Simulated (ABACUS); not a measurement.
# Na (Im-3m) in ABACUS: a series of runs

Runs on Na. Level: PW91. Tasks: band structure, equation of state.

All numbers are computed with ABACUS 3.10.1; they aren't measurements. Logs are shortened: lines on timing, memory, paths and dates and some standing lists are left out, and cuts for length are marked.

## 1. The structure

It takes space group Im-3m (No. 229, cubic). The conventional cell has a = 4.282 Å, b = 4.282 Å, c = 4.282 Å, α = 90.00°, β = 90.00°, γ = 90.00°. Around Na (site symmetry m-3m) lie 8 Na at 3.71 Å.

## 2. Band structure, PW91

Contents of INPUT:

```
INPUT_PARAMETERS
suffix              Na
calculation         nscf
basis_type          pw
pseudo_dir          ./
symmetry            -1
dft_functional      GGA_X_PW91+GGA_C_PW91
ecutwfc             89.0
pseudo_rcut         10
nspin               1
nbands              15
ks_solver           dav
smearing_method     fd
smearing_sigma      0.00367493
scf_thr             1e-08
scf_nmax            100
mixing_type         broyden
mixing_beta         0.7
init_chg            file
pw_diag_thr         1e-07
out_band            1
kpar                4
```

Contents of STRU:

```
ATOMIC_SPECIES
Na 22.9898 11_Na_9_1.8_2.2_pbe_v1.0.upf

LATTICE_CONSTANT
1.8897261246

LATTICE_VECTORS
-2.1410000000 2.1410000000 2.1410000000
2.1410000000 -2.1410000000 2.1410000000
2.1410000000 2.1410000000 -2.1410000000

ATOMIC_POSITIONS
Direct

Na
0.0
1
0.0000000000 0.0000000000 0.0000000000 1 1 1
```

Contents of KPT:

```
K_POINTS
8
Line
0.00000000 0.00000000 0.00000000 10 // G
0.50000000 -0.50000000 0.50000000 10 // H
0.00000000 0.00000000 0.50000000 10 // N
0.00000000 0.00000000 0.00000000 10 // G
0.25000000 0.25000000 0.25000000 10 // P
0.50000000 -0.50000000 0.50000000 1 // H
0.25000000 0.25000000 0.25000000 10 // P
0.00000000 0.00000000 0.50000000 1 // N
```

Potentials or basis: SPMS ONCV 1.0 PBE, plane waves.

On the command line:

```console
$ OMP_NUM_THREADS=1 mpirun -np 4 abacus > log
```

running log:

```text
ABACUS v3.10.1

               Atomic-orbital Based Ab-initio Computation at UStc

 ------------------------------------------------------------------------------------

 READING GENERAL INFORMATION
                           global_out_dir = OUT.Na/
                           global_in_card = INPUT
                               pseudo_dir = ./
                              orbital_dir =
                                    DSIZE = 4
                                    GSIZE = 1

 READING UNITCELL INFORMATION
                                    ntype = 1
                  lattice constant (Bohr) = 1.88973
              lattice constant (Angstrom) = 1

 READING ATOM TYPE 1
                               atom label = Na
                      L=0, number of zeta = 1
                      L=1, number of zeta = 1
                      L=2, number of zeta = 1
             number of atom for this type = 1

                        TOTAL ATOM NUMBER = 1
DIRECT COORDINATES
    atom                   x                   y                   z     mag                  vx                  vy                  vz
taud_Na1            0.0000000000        0.0000000000        0.0000000000  0.0000        0.0000000000        0.0000000000        0.0000000000

                          Volume (Bohr^3) = 264.915
                             Volume (A^3) = 39.2563

 Lattice vectors: (Cartesian coordinate: in unit of a_0)
               -2.141              +2.141              +2.141
               +2.141              -2.141              +2.141
               +2.141              +2.141              -2.141
 Reciprocal vectors: (Cartesian coordinate: in unit of 2 pi/a_0)
                   +0           +0.233536           +0.233536
            +0.233536                  +0           +0.233536
            +0.233536           +0.233536                  +0
 The esolver type has been set to : ksdft_pw

                PAO radial cut off (Bohr) = 10

 Read in pseudopotential file is 11_Na_9_1.8_2.2_pbe_v1.0.upf
                     pseudopotential type = NC
          exchange-correlation functional = PBE
                 nonlocal core correction = 0
                        valence electrons = 9
                                     lmax = 1
                           number of zeta = 3
                     number of projectors = 4
                           L of projector = 0
                           L of projector = 0
                           L of projector = 1
                           L of projector = 1
 XC functional updated to : GGA_X_PW91+GGA_C_PW91
          exchange-correlation functional = GGA_X_PW91+GGA_C_PW91
     initial pseudo atomic orbital number = 5

 SETUP THE ELECTRONS NUMBER
            electron number of element Na = 9
      total electron number of element Na = 9
            AUTOSET number of electrons:  = 9
                           occupied bands = 5
                                   NBANDS = 15
                                   NLOCAL = 9

%%%%%%%%%%%%%%%%%%%%%%%%%%%%%%%%%%%%%%%%%%%%%%%%%%%%%%%%%%%%%%%%%%%%%%%%%%%%%%%%%%%%%%%%%%%%%%%%%%%%%%%%%%
 Warning: the number of valence electrons in pseudopotential > 1 for Na: [Ne] 3s1
 Pseudopotentials with additional electrons can yield (more) accurate outcomes, but may be less efficient.
 If you're confident that your chosen pseudopotential is appropriate, you can safely ignore this warning.
%%%%%%%%%%%%%%%%%%%%%%%%%%%%%%%%%%%%%%%%%%%%%%%%%%%%%%%%%%%%%%%%%%%%%%%%%%%%%%%%%%%%%%%%%%%%%%%%%%%%%%%%%%

 SETUP THE PLANE WAVE BASIS
 energy cutoff for charge/potential (unit:Ry) = 356
            fft grid for charge/potential = [ 45, 45, 45 ]
                        fft grid division = [ 1, 1, 1 ]
        big fft grid for charge/potential = [ 45, 45, 45 ]
                                     nbxx = 91125
                                     nrxx = 91125

 SETUP PLANE WAVES FOR CHARGE/POTENTIAL
                    number of plane waves = 30093
                         number of sticks = 1315

 PARALLEL PW FOR CHARGE/POTENTIAL
     PROC   COLUMNS(POT)             PW
        1           1315          30093
 --------------- sum -------------------
        1           1315          30093
                            number of |g| = 273
                                  max |g| = 32.178
                                  min |g| = 0

----------- Double Check Mixing Parameters Begin ------------
mixing_type: broyden
mixing_beta: 0.7
mixing_gg0: 1
mixing_gg0_min: 0.1
mixing_ndim: 8
----------- Double Check Mixing Parameters End ------------

 SETUP K-POINTS
                                    nspin = 1
                                   nkstot = 62
K-POINTS DIRECT COORDINATES
 KPOINTS    DIRECT_X    DIRECT_Y    DIRECT_Z  WEIGHT
       1  0.00000000  0.00000000  0.00000000  1.0000
       2  0.05000000 -0.05000000  0.05000000  1.0000
       3  0.10000000 -0.10000000  0.10000000  1.0000
       4  0.15000000 -0.15000000  0.15000000  1.0000
       5  0.20000000 -0.20000000  0.20000000  1.0000
       6  0.25000000 -0.25000000  0.25000000  1.0000
       7  0.30000000 -0.30000000  0.30000000  1.0000
       8  0.35000000 -0.35000000  0.35000000  1.0000
       9  0.40000000 -0.40000000  0.40000000  1.0000
      10  0.45000000 -0.45000000  0.45000000  1.0000
      11  0.50000000 -0.50000000  0.50000000  1.0000
      12  0.45000000 -0.45000000  0.50000000  1.0000
      13  0.40000000 -0.40000000  0.50000000  1.0000
      14  0.35000000 -0.35000000  0.50000000  1.0000
      15  0.30000000 -0.30000000  0.50000000  1.0000
      16  0.25000000 -0.25000000  0.50000000  1.0000
      17  0.20000000 -0.20000000  0.50000000  1.0000
      18  0.15000000 -0.15000000  0.50000000  1.0000
      19  0.10000000 -0.10000000  0.50000000  1.0000
      20  0.05000000 -0.05000000  0.50000000  1.0000
      21  0.00000000  0.00000000  0.50000000  1.0000
      22  0.00000000  0.00000000  0.45000000  1.0000
      23  0.00000000  0.00000000  0.40000000  1.0000
      24  0.00000000  0.00000000  0.35000000  1.0000
      25  0.00000000  0.00000000  0.30000000  1.0000
      26  0.00000000  0.00000000  0.25000000  1.0000
      27  0.00000000  0.00000000  0.20000000  1.0000
      28  0.00000000  0.00000000  0.15000000  1.0000
      29  0.00000000  0.00000000  0.10000000  1.0000
      30  0.00000000  0.00000000  0.05000000  1.0000
[... 32 further k points ...]

           k-point number in this process = 16
       minimum distributed K point number = 15

[... K-POINTS CARTESIAN COORDINATES: 16 rows ...]

[... K-POINTS DIRECT COORDINATES: 16 rows ...]

 SETUP PLANE WAVES FOR WAVE FUNCTIONS
     energy cutoff for wavefunc (unit:Ry) = 89
              fft grid for wave functions = [ 45, 45, 45 ]
                    number of plane waves = 4753
                         number of sticks = 387

 PARALLEL PW FOR WAVE FUNCTIONS
     PROC   COLUMNS(POT)             PW
        1            387           4753
 --------------- sum -------------------
        1            387           4753

 SETUP NONLOCAL PSEUDOPOTENTIALS IN PLANE WAVE BASIS
 Na non-local projectors:
 projector 1 L=0
 projector 2 L=0
 projector 3 L=1
 projector 4 L=1
      TOTAL NUMBER OF NONLOCAL PROJECTORS = 8

 Init Non-Local PseudoPotential table :
 Init Non-Local-Pseudopotential done.

                                     npwx = 3781

 Make real space PAO into reciprocal space.
       max mesh points in Pseudopotential = 1001
     dq(describe PAO in reciprocal space) = 0.01
                                    max q = 1136

 number of pseudo atomic orbitals for Na is 3
WARNING: norm of atomic wavefunction # 3 of atomic type Na is 0.996862, renormalized

 -------------------------------------------
 NONSELF-CONSISTENT
 -------------------------------------------
                                 init_chg = file
 try to read charge from file
 Read in the charge density: OUT.Na//Na-CHARGE-DENSITY.restart

 PW ALGORITHM --------------- ION=   1  ELEC=   1--------------------------------
 k(1/62) Iter steps (avg)=10 threshold=1e-07
 k(2/62) Iter steps (avg)=11 threshold=1e-07
 k(3/62) Iter steps (avg)=15 threshold=1e-07
 k(4/62) Iter steps (avg)=18 threshold=1e-07
 k(5/62) Iter steps (avg)=15 threshold=1e-07
 k(6/62) Iter steps (avg)=19 threshold=1e-07
 k(7/62) Iter steps (avg)=18 threshold=1e-07
 k(8/62) Iter steps (avg)=23 threshold=1e-07
 k(9/62) Iter steps (avg)=22 threshold=1e-07
 k(10/62) Iter steps (avg)=17 threshold=1e-07
 k(11/62) Iter steps (avg)=15 threshold=1e-07
 k(12/62) Iter steps (avg)=19 threshold=1e-07
 k(13/62) Iter steps (avg)=20 threshold=1e-07
 k(14/62) Iter steps (avg)=19 threshold=1e-07
 k(15/62) Iter steps (avg)=19 threshold=1e-07
 k(16/62) Iter steps (avg)=19 threshold=1e-07
[... levels at 16 k points of this process ...]

 Density error is 0.00000000000
                          Error Threshold = 1.00000000000e-07
----------------------------------------------------------
     Energy           Rydberg                 eV
----------------------------------------------------------
 E_KohnSham     -83.6068798071       -1137.5299573783
 E_KS(sigma->0) -83.6066326767       -1137.5265949960
 E_Harris       -83.6068798071       -1137.5299573783
 E_band         -17.7903044809       -242.0495100956
 E_one_elec     -67.9692987344       -924.7697518515
 E_Hartree      33.0364207030        449.4835630864
 E_xc           -12.2443267723       -166.5926122778
 E_Ewald        -36.4291807426       -495.6444315707
 E_entropy(-TS) -0.0004942609        -0.0067247647
 E_descf        0.0000000000         0.0000000000
 E_exx          0.0000000000         0.0000000000
 E_Fermi        0.1968874854         2.6787916662
----------------------------------------------------------

 charge density convergence is achieved
 final etot is -1137.5299574 eV
 EFERMI = 2.6787916662 eV

 STATE ENERGY(eV) AND OCCUPATIONS    NSPIN == 1
 1/16 kpoint (Cartesian) = 0.0000 0.0000 0.0000 (3781 pws)
       1       -51.3776      0.0322581
       2       -23.2740      0.0322581
       3       -23.2740      0.0322581
       4       -23.2740      0.0322581
       5       -1.39027      0.0322581
       6        13.1849        0.00000
       7        13.1849        0.00000
       8        13.1849        0.00000
       9        14.1218        0.00000
      10        14.1218        0.00000
      11        14.6272        0.00000
      12        14.6272        0.00000
      13        14.6272        0.00000
      14        14.9755        0.00000
      15        14.9755        0.00000

 2/16 kpoint (Cartesian) = 0.0000 0.023354 0.0000 (3757 pws)
       1       -51.3776      0.0322581
       2       -23.2749      0.0322581
       3       -23.2745      0.0322581
       4       -23.2745      0.0322581
       5       -1.30528      0.0322581
       6        12.3434    3.65737e-86
       7        12.3434    3.65737e-86
       8        12.8039        0.00000
       9        13.2660        0.00000
      10        13.6581        0.00000
      11        14.8782        0.00000
      12        14.8782        0.00000
      13        15.2723        0.00000
      14        15.7936        0.00000
      15        15.7936        0.00000

 3/16 kpoint (Cartesian) = 0.0000 0.046707 0.0000 (3752 pws)
       1       -51.3773      0.0322581
       2       -23.2775      0.0322581
       3       -23.2759      0.0322581
       4       -23.2759      0.0322581
       5       -1.05111      0.0322581
       6        11.1594    7.03410e-76
       7        11.1594    7.03409e-76
       8        11.4248    3.48060e-78
       9        12.8047        0.00000
      10        13.5093        0.00000
      11        15.0965        0.00000
      12        15.0965        0.00000
      13        15.7276        0.00000
      14        17.4413        0.00000
      15        17.4413        0.00000

 4/16 kpoint (Cartesian) = 0.0000 0.070061 0.0000 (3768 pws)
       1       -51.3770      0.0322581
       2       -23.2811      0.0322581
       3       -23.2781      0.0322581
       4       -23.2781      0.0322581
       5      -0.630040      0.0322581
       6        10.0740    1.88309e-66
       7        10.0740    1.88309e-66
       8        10.2021    1.45284e-67
       9        11.8589    5.90747e-82
      10        13.9147        0.00000
      11        15.4370        0.00000
      12        15.4370        0.00000
      13        16.2045        0.00000
      14        19.3191        0.00000
      15        19.3191        0.00000

 5/16 kpoint (Cartesian) = 0.0000 0.093414 0.0000 (3768 pws)
       1       -51.3766      0.0322581
       2       -23.2850      0.0322581
       3       -23.2809      0.0322581
       4       -23.2809      0.0322581
       5     -0.0457436      0.0322581
       6        9.12794    3.10501e-58
       7        9.12794    3.10501e-58
       8        9.14079    2.40121e-58
       9        10.9251    7.62123e-74
      10        14.4818        0.00000
      11        15.9113        0.00000
      12        15.9113        0.00000
      13        16.5622        0.00000
      14        19.8125        0.00000
      15        21.3662        0.00000

 6/16 kpoint (Cartesian) = 0.0000 0.11677 0.0000 (3764 pws)
       1       -51.3762      0.0322581
       2       -23.2886      0.0322581
       3       -23.2841      0.0322581
       4       -23.2841      0.0322581
       5       0.696869      0.0322581
       6        8.24212    1.53520e-50
       7        8.32864    2.72040e-51
       8        8.32864    2.72040e-51
       9        10.0615    2.41465e-66
      10        15.2099        0.00000
      11        15.9920        0.00000
      12        16.5206        0.00000
      13        16.5206        0.00000
      14        18.9517        0.00000
      15        23.5494        0.00000

[... levels at 10 further k points ...]

 --------------------------------------------
 !FINAL_ETOT_IS -1137.529957378339 eV
 --------------------------------------------

 Output bands in file: OUT.Na/BANDS_1.dat
```

Run time: 4.2 s. Hardware: 4 MPI ranks of Intel Xeon 6975P-C (Granite Rapids), shared host; peak memory 0.36 GiB.

Levels at the corners of the path, in eV from the Fermi level:
```tsv
point	band 1	band 2	band 3	band 4	band 5	band 6	band 7	band 8	band 9
Γ	-53.11	-25.01	-25.01	-25.01	-3.12	11.45	11.45	11.45	12.39
H	-53.11	-25.03	-25.03	-25.03	4.47	4.47	4.79	4.79	4.79
N	-53.11	-25.04	-25.02	-25.01	0.81	1.20	8.03	8.89	9.00
Γ	-53.11	-25.01	-25.01	-25.01	-3.12	11.45	11.45	11.45	12.39
P	-53.11	-25.02	-25.02	-25.02	2.70	2.70	2.70	4.14	16.90
H	-53.11	-25.03	-25.03	-25.03	4.47	4.47	4.79	4.79	4.79
P	-53.11	-25.02	-25.02	-25.02	2.70	2.70	2.70	4.14	16.90
N	-53.11	-25.04	-25.02	-25.01	0.81	1.20	8.03	8.89	9.00
```

Caveat: the density is read from an earlier self-consistent run, whose mesh may be coarse; the potentials were made for another functional, which shifts forces and pressure.

## 3. Equation of state, PW91, 36.90 Å³/atom (volume scaled by 0.94)

Contents of INPUT:

```
INPUT_PARAMETERS
suffix              Na
calculation         scf
basis_type          pw
pseudo_dir          ./
latname             bcc
symmetry            1
dft_functional      GGA_X_PW91+GGA_C_PW91
ecutwfc             89
pseudo_rcut         10
nspin               1
nbands              9
ks_solver           dav
smearing_method     fd
smearing_sigma      0.00367493
scf_thr             1e-08
scf_nmax            100
mixing_type         broyden
mixing_beta         0.7
cal_force           1
cal_stress          1
kpar                4
```

Contents of STRU:

```
ATOMIC_SPECIES
Na 22.9898 11_Na_9_1.8_2.2_pbe_v1.0.upf

LATTICE_CONSTANT
7.9266219920

ATOMIC_POSITIONS
Direct

Na
0.0
1
0.0000000000 0.0000000000 0.0000000000 1 1 1
```

Contents of KPT:

```
K_POINTS
0
Gamma
7 7 7 0 0 0
```

Potentials or basis: SPMS ONCV 1.0 PBE, plane waves.

On the command line:

```console
$ OMP_NUM_THREADS=1 mpirun -np 4 abacus > log
```

It took 2.8 s on 4 MPI ranks of Intel Xeon 6975P-C (Granite Rapids), shared host; peak memory 0.36 GiB.

It converged, with:

| Item | Value |
| --- | --- |
| Free energy | -1137.4144 eV |
| Pressure | 0.2 GPa |
| Band gap on the k mesh | none (metal or under the smearing width) |

Caveat: the potentials were made for another functional, which shifts forces and pressure.

## 4. Equation of state, PW91, 38.47 Å³/atom (volume scaled by 0.98)

INPUT is that of step 3.

STRU: that of step 3 with these lines changed.

```diff
@@ -4,3 +4,3 @@
 LATTICE_CONSTANT
-7.9266219920
+8.0374981979
```

KPT is that of step 3.

On the command line:

```console
$ OMP_NUM_THREADS=1 mpirun -np 4 abacus > log
```

Wall time 2.9 s (4 MPI ranks of Intel Xeon 6975P-C (Granite Rapids), shared host); peak memory 0.36 GiB.

Results (log left out):

```
Free energy            : -1137.4144 eV
Pressure               : -0.2 GPa
Band gap on the k mesh : none (metal or under the smearing width)
```

Caveat: the potentials were made for another functional, which shifts forces and pressure.

## 5. Equation of state, PW91, 40.04 Å³/atom (volume scaled by 1.02)

INPUT is that of step 4.

STRU: that of step 4 with these lines changed.

```diff
@@ -4,3 +4,3 @@
 LATTICE_CONSTANT
-8.0374981979
+8.1453969551
```

KPT is that of step 4.

On the command line:

```console
$ OMP_NUM_THREADS=1 mpirun -np 4 abacus > log
```

Wall time 2.7 s (4 MPI ranks of Intel Xeon 6975P-C (Granite Rapids), shared host); peak memory 0.36 GiB.

The run converged. Its results:

```yaml
Free_energy: -1137.4116 eV
Pressure: -0.4 GPa
Band_gap_on_the_k_mesh: none (metal or under the smearing width)
```

Caveat: the potentials were made for another functional, which shifts forces and pressure.

## 6. Equation of state, PW91, 41.61 Å³/atom (volume scaled by 1.06)

INPUT is that of step 5.

STRU: that of step 5 with these lines changed.

```diff
@@ -4,3 +4,3 @@
 LATTICE_CONSTANT
-8.1453969551
+8.2505104446
```

KPT is that of step 5.

Potentials or basis: SPMS ONCV 1.0 PBE, plane waves.

On the command line:

```console
$ OMP_NUM_THREADS=1 mpirun -np 4 abacus > log
```

Run time: 3 s. Hardware: 4 MPI ranks of Intel Xeon 6975P-C (Granite Rapids), shared host; peak memory 0.36 GiB.

The run converged. Its results:

```yaml
Free_energy: -1137.4065 eV
Pressure: -0.6 GPa
Band_gap_on_the_k_mesh: none (metal or under the smearing width)
```

Caveat: the potentials were made for another functional, which shifts forces and pressure.

## 7. Equation of state, PW91

No new run: the results of the series are fitted here.

What came out:

- Equilibrium volume: 37.68 Å³/atom
- Bulk modulus: 7.6 GPa
- Pressure derivative of the bulk modulus: 3.7 (rough: it moves with the points fitted)

Energy against volume, from the lowest point:
| volume (Å³/atom) | energy (meV/atom) |
| --- | --- |
| 36.901 | 0.02 |
| 38.471 | 0.00 |
| 40.041 | 2.80 |
| 41.612 | 7.92 |

Caveat: the potentials were made for another functional, which shifts forces and pressure.
